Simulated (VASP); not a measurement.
# Se (P6/mmm) in VASP: a series of runs, part 2 of 2

VASP 6.6.1.

### 3 Single point, PBEsol

This run uses another cell than the first one: it holds 4 atoms, not 1.

File INCAR:

```
SYSTEM = Se
PREC = Accurate
ENCUT = 520
EDIFF = 1E-7
ISMEAR = 0
SIGMA = 0.1
LREAL = .FALSE.
LASPH = .TRUE.
NELM = 100
ALGO = Normal
ISIF = 2
LWAVE = .FALSE.
LCHARG = .TRUE.
GGA = PS
LELF = .TRUE.
LVHAR = .TRUE.
NBANDS = 20
```

File KPOINTS:

```
regular mesh
0
G
  6 6 4
  0 0 0
```

File POSCAR:

```
Se
1.0
    4.5923645101      0.0000000000      0.0000000000
   -2.2961822551      3.9771043292      0.0000000000
    0.0000000000      0.0000000000      5.2745125969
Se
4
Direct
    0.0000000000      0.0000000000      0.2500000000
    0.0000000000      0.0000000000      0.7500000000
    0.3333333333      0.6666666667      0.7500000000
    0.6666666667      0.3333333333      0.2500000000
```

Potentials or basis: VASP PAW PBE potentials, release 64 (Se).

Launch:

```sh
$ cat potpaw_PBE.64/Se/POTCAR > POTCAR
$ mpirun -np 1 vasp_std > vasp.out
```

OUTCAR:

```text
SYSTEM = Se
   PREC = Accurate
   ENCUT = 520
   EDIFF = 1E-7
   ISMEAR = 0
   LREAL = .FALSE.
   LASPH = .TRUE.
   NELM = 100
   ISIF = 2
   GGA = PS

 ion  position               nearest neighbor table
   1  0.000  0.000  0.250-   2 2.64   2 2.64   4 2.65   4 2.65   4 2.65
   2  0.000  0.000  0.750-   1 2.64   1 2.64   3 2.65   3 2.65   3 2.65
   3  0.333  0.667  0.750-   2 2.65   2 2.65   2 2.65
   4  0.667  0.333  0.250-   1 2.65   1 2.65   1 2.65

  LATTYP: Found a hexagonal cell.
 ALAT       =     4.5923645101
 C/A-ratio  =     1.1485396216

  Lattice vectors:

 A1 = (   4.5923645101,   0.0000000000,   0.0000000000)
 A2 = (  -2.2961822551,   3.9771043292,   0.0000000000)
 A3 = (   0.0000000000,   0.0000000000,   5.2745125969)

Analysis of symmetry for initial positions (statically):
=====================================================================
 Subroutine PRICEL returns:
 Original cell was already a primitive cell.

 Routine SETGRP: Setting up the symmetry group for a
 hexagonal supercell.

 Subroutine GETGRP returns: Found 24 space group operations
 (whereof 12 operations were pure point group operations)
 out of a pool of 24 trial point group operations.

The static configuration has the point symmetry D_3d.
 The point group associated with its full space group is D_6h.

Analysis of symmetry for dynamics (positions and initial velocities):
=====================================================================
 Subroutine PRICEL returns:
 Original cell was already a primitive cell.

 Routine SETGRP: Setting up the symmetry group for a
 hexagonal supercell.

 Subroutine GETGRP returns: Found 24 space group operations
 (whereof 12 operations were pure point group operations)
 out of a pool of 24 trial point group operations.

The dynamic configuration has the point symmetry D_3d.
 The point group associated with its full space group is D_6h.

 Subroutine INISYM returns: Found 24 space group operations
 (whereof 12 operations are pure point group operations),
 and found     1 'primitive' translations

----------------------------------------------------------------------------------------

                                     Primitive cell

  volume of cell :      96.3353

  direct lattice vectors                    reciprocal lattice vectors
     4.592364510  0.000000000  0.000000000     0.217752750  0.125719609  0.000000000
    -2.296182255  3.977104329  0.000000000     0.000000000  0.251439217  0.000000000
     0.000000000  0.000000000  5.274512597     0.000000000  0.000000000  0.189590978

  length of vectors
     4.592364510  4.592364510  5.274512597     0.251439217  0.251439217  0.189590978

  position of ions in fractional coordinates (direct lattice)
     0.000000000  0.000000000  0.250000000
     0.000000000  0.000000000  0.750000000
     0.333333333  0.666666667  0.750000000
     0.666666667  0.333333333  0.250000000

  ion indices of the primitive-cell ions
   primitive index   ion index
                 1           1
                 2           2
                 3           3
                 4           4

----------------------------------------------------------------------------------------

 KPOINTS: regular mesh

Automatic generation of k-mesh.
 Grid dimensions read from file:
 generate k-points for:    6    6    4

 Generating k-lattice:

  Cartesian coordinates                     Fractional coordinates (reciprocal lattice)
     0.036292125  0.020953268  0.000000000     0.166666667  0.000000000  0.000000000
     0.000000000  0.041906536  0.000000000     0.000000000  0.166666667  0.000000000
     0.000000000  0.000000000  0.047397744     0.000000000  0.000000000  0.250000000

  Length of vectors
     0.041906536  0.041906536  0.047397744

  Shift w.r.t. Gamma in fractional coordinates (k-lattice)
     0.000000000  0.000000000  0.000000000

 Subroutine IBZKPT returns following result:
 ===========================================

 Found     21 irreducible k-points:

 Following reciprocal coordinates:
            Coordinates               Weight
  0.000000  0.000000  0.000000      1.000000
  0.166667  0.000000  0.000000      6.000000
  0.333333  0.000000  0.000000      6.000000
  0.500000  0.000000  0.000000      3.000000
  0.166667  0.166667  0.000000      6.000000
  0.333333  0.166667  0.000000     12.000000
[... 13 lines left out ...]
  0.333333  0.166667  0.500000     12.000000
  0.333333  0.333333  0.500000      2.000000
   k-points           NKPTS =     21   k-points in BZ     NKDIM =     21   number of bands    NBANDS=     20
   number of dos      NEDOS =    301   number of ions     NIONS =      4
   total plane-waves  NPLWV =  51840
   dimension x,y,z NGX =    36 NGY =   36 NGZ =   40
   dimension x,y,z NGXF=    72 NGYF=   72 NGZF=   80
   ions per type =               4
   NGX,Y,Z   is equivalent  to a cutoff of  13.03, 13.03, 12.61 a.u.
   NGXF,Y,Z  is equivalent  to a cutoff of  26.06, 26.06, 25.21 a.u.
 SYSTEM =  Se
   PREC   = accura    normal or accurate (medium, high low for compatibility)
   ISTART =      0    job   : 0-new  1-cont  2-samecut
   ICHARG =      2    charge: 1-file 2-atom 10-const
   ISPIN  =      1    spin polarized calculation?
   LNONCOLLINEAR =      F non collinear calculations
   LSORBIT =      F    spin-orbit coupling
   LASPH  =      T    aspherical Exc in radial PAW
   ENCUT  =  520.0 eV  38.22 Ry    6.18 a.u.   8.54  8.54  9.81*2*pi/ulx,y,z
   NELM   =    100;   NELMIN=  2; NELMDL= -5     # of ELM steps
   EDIFF  = 0.1E-06   stopping-criterion for ELM
   LREAL  =      F    real-space projection
   EDIFFG = 0.1E-05   stopping-criterion for IOM
   NSW    =      0    number of steps for IOM
   IBRION =     -1    ionic relax: 0-MD 1-quasi-New 2-CG
   NFREE  =      0    steps in history (QN), initial steepest desc. (CG)
   ISIF   =      2    stress and relaxation
   ISYM   =      2    0-nonsym 1-usesym 2-fastsym
   POTIM  = 0.5000    time-step for ionic-motion
   TEBEG  =    0.0;   TEEND  =   0.0 temperature during run
   PSTRESS=    0.0 pullay stress
   NELECT =      24.0000    total number of electrons
   NUPDOWN=      -1.0000    fix difference up-down
   EMIN   =  10.00;   EMAX   =-10.00  energy-range for DOS
   EFERMI =   0.00;   METHOD = LEGACY
   ISMEAR =     0;   SIGMA  =   0.10  broadening in eV -4-tet -1-fermi 0-gaus
   EFERMI_NEDOS =   21; number of points for ismear=-14 and -15
   IALGO  =     38    algorithm
   IMIX   =      4    mixing-type and parameters
     AMIX     =   0.40;   BMIX     =  1.00
     AMIX_MAG =   1.60;   BMIX_MAG =  1.00
  volume/ion in A,a.u.               =      24.08       162.53
  Fermi-wavevector in a.u.,A,eV,Ry     =   1.030109  1.946625 14.437488  1.061125
  Thomas-Fermi vector in A             =   2.164191
   LORBIT       =      0    0 simple, 1 ext, 2 COOP (PROOUT), +10 PAW based schemes
   GGA     = PS    functional components
   LHFCALC =     F    Hartree Fock is set to
   AEXX    =    0.0000 exact exchange contribution
   IVDW    =     0    specifies the selected vdW correction
   LEPSILON=     F    determine dielectric tensor
   LRPA    =     F    only Hartree local field effects (RPA)
 non-spin polarized calculation
 Gauss-broadening in eV      SIGMA  =   0.10
  energy-cutoff  :      520.00
  volume of cell :       96.34
 maximum number of plane-waves:      2624
 NGX is ok and might be reduce to    36

 number of electron      23.9999999 magnetization

 Free energy of the ion-electron system (eV)
  ---------------------------------------------------
  ext. energy  EPLUGINS =         0.00000000
  ---------------------------------------------------
  free energy    TOTEN  =       -13.80111260 eV

  energy without entropy =      -13.78777237  energy(sigma->0) =      -13.79444249

 E-fermi :   3.9215     XC(G=0):  -9.7143

 val. band max:        3.8930655044   @ k =   0.3333   0.0000   0.0000
 cond. band min:       4.0469618688   @ k =   0.1667   0.1667   0.2500
 fundamental gap:      0.1538963644
 Fermi energy:         3.9214655456

 k-point     1 :       0.0000    0.0000    0.0000
  band No.  band energies     occupation
      1     -12.4062      2.00000
      2     -10.1263      2.00000
      3      -7.3816      2.00000
      4      -5.9402      2.00000
      5      -3.1350      2.00000
      6      -1.4054      2.00000
[... 472 lines left out ...]
     19      10.3858      0.00000
     20      10.3858      0.00000

------------------------ aborting loop because EDIFF is reached ----------------------------------------

  FORCE on cell =-STRESS in cart. coord.  units (eV):
  Direction    XX          YY          ZZ          XY          YZ          ZX
  --------------------------------------------------------------------------------------
  -------------------------------------------------------------------------------------
  Total        0.0182773      0.0182773      0.0686640     -0.0000000      0.0000000     -0.0000000
  in kB        0.3039737      0.3039737      1.1419683     -0.0000000      0.0000000     -0.0000000
  external PRESSURE =       0.5833052 kB  Pullay stress =       0.0000000 kB

 VOLUME and BASIS-vectors are now :
 -----------------------------------------------------------------------------
  energy-cutoff  :      520.00
  volume of cell :       96.34
      direct lattice vectors                 reciprocal lattice vectors
     4.592364510  0.000000000  0.000000000     0.217752750  0.125719609  0.000000000
    -2.296182255  3.977104329  0.000000000     0.000000000  0.251439217  0.000000000
     0.000000000  0.000000000  5.274512597     0.000000000  0.000000000  0.189590978

 POSITION                                       TOTAL-FORCE (eV/Angst)
 -----------------------------------------------------------------------------------
      0.00000      0.00000      1.31863        -0.000000      0.000000      0.000000
      0.00000      0.00000      3.95588        -0.000000     -0.000000      0.000000
     -0.00000      2.65140      3.95588         0.000000     -0.000000      0.000000
      2.29618      1.32570      1.31863        -0.000000      0.000000     -0.000000
 -----------------------------------------------------------------------------------
    total drift:                               -0.000000      0.000000     -0.000000

  FREE ENERGIE OF THE ION-ELECTRON SYSTEM (eV)
  ---------------------------------------------------
  free  energy   TOTEN  =       -13.8011126029 eV

  energy  without entropy=      -13.7877723724  energy(sigma->0) =      -13.79444249
```

It took 32 s on 1 thread of AMD EPYC 9R14 (Zen 4), shared host; peak memory 0.18 GiB.

What came out:

```
Free energy            : -13.8011 eV
Pressure               : 0.1 GPa
Band gap on the k mesh : none (metal or under the smearing width)
```

Caveat: the PAW data sets were made with another functional, which shifts forces and pressure a little.

### 4 Relaxation of cell and atoms, PBEsol

This run uses another cell than the first one: it holds 4 atoms, not 1.

File INCAR:

```
PREC = Accurate
ENCUT = 600
EDIFF = 1E-6
ISMEAR = 0
SIGMA = 0.1
LREAL = False
LASPH = True
NELM = 100
ALGO = Fast
ISIF = 3
LWAVE = False
LCHARG = False
GGA = PS
IBRION = 2
NSW = 90
EDIFFG = -0.04
```

File KPOINTS:

```
Automatic mesh
0
Gamma
  6 6 4
```

File POSCAR:

```
Se
1.0
    4.4807445192      0.0000000000      0.0000000000
   -2.2403722596      3.8804385815      0.0000000000
    0.0000000000      0.0000000000      5.5656096825
Se
4
Direct
    0.0000000000      0.0000000000      0.2500000000
    0.0000000000      0.0000000000      0.7500000000
    0.3333333333      0.6666666667      0.7500000000
    0.6666666667      0.3333333333      0.2500000000
```

Launch:

```sh
$ cat potpaw_PBE.64/Se/POTCAR > POTCAR
$ mpirun -np 1 vasp_std > vasp.out
```

Run time: 2.4 min. Hardware: 1 thread of AMD EPYC 9R14 (Zen 4), shared host; peak memory 0.22 GiB.

Results (log left out):

```yaml
Free_energy: -13.8013 eV
Relaxed_volume: 24.11 Å³/atom
Relaxed_cell: a = 4.593 Å, b = 4.593 Å, c = 5.280 Å, α = 90.00°, β = 90.00°, γ = 120.00°
Space_group_after_relaxing_to_0.05_Å: P6_3/mmc (No. 194)
Energy_gained_by_relaxing: 28.6 meV/atom
Ionic_steps: 7
Pressure_after_relaxing: 0.0 GPa
```

The path:
```csv
step,energy change (eV),largest force (eV/Å),pressure (GPa),volume (Å³)
1,0.0000,0.0000,1.02,96.77
2,-0.0835,0.0000,-0.97,98.87
3,-0.0925,0.0000,-1.72,99.75
4,-0.1088,0.0000,-0.18,96.54
5,-0.1112,0.0000,-0.58,97.32
6,-0.1141,0.0000,0.16,96.20
7,-0.1144,0.0000,-0.01,96.45
```

Final structure:
```
CELL_PARAMETERS angstrom
4.59282 0.00000 0.00000
-2.29641 3.97750 0.00000
0.00000 0.00000 5.27982
ATOMIC_POSITIONS crystal
Se 0.00000 0.00000 0.25000
Se 0.00000 0.00000 0.75000
Se 0.33333 0.66667 0.75000
Se 0.66667 0.33333 0.25000
```

Levels at points of the mesh, in eV from the Fermi level:
```tsv
k point	band 9	band 10	band 11	band 12	band 13	band 14	band 15	band 16
(0.00, 0.00, 0.00)	-4.11	-1.55	-0.30	-0.30	-0.23	0.49	0.49	4.14
(0.50, 0.00, 0.00)	-3.29	-2.66	-1.09	0.92	1.02	1.79	2.80	3.88
(0.00, 0.00, 0.50)	-3.22	-3.22	-0.35	-0.35	-0.35	-0.35	-0.31	-0.31
(0.50, 0.00, 0.50)	-2.28	-2.28	-0.57	-0.57	0.86	0.86	2.25	2.25
```

Caveat: the bands computed are all filled at some k points, so no gap is given; the PAW data sets were made with another functional, which shifts forces and pressure a little.

### 5 Overview

| task | cell | k mesh | cutoff (eV) | mesh quality | gap on the mesh (eV) | pressure (GPa) |
| --- | --- | --- | --- | --- | --- | --- |
| single point | P6/mmm, 26.81 Å³/atom | 6 × 6 × 6 | 520 | coarse | none | -11.9 |
| single point | P6_3/mmc, 24.08 Å³/atom | 6 × 6 × 4 | 520 | not flagged | none | 0.1 |
| relaxation of cell and atoms | relaxed | 6 × 6 × 4 | 600 | not flagged | - | 0.0 |

Alike in all rows: level PBEsol; potentials or basis VASP PAW PBE potentials, release 64 (Se); no spin polarisation; smearing gaussian 0.1 eV.

Caveats: some runs use coarse meshes; the PAW data sets were made with another functional, which shifts forces and pressure a little; the bands computed are all filled at some k points, so no gap is given (some runs).

Absolute energies hang on the potentials; compare differences alone.
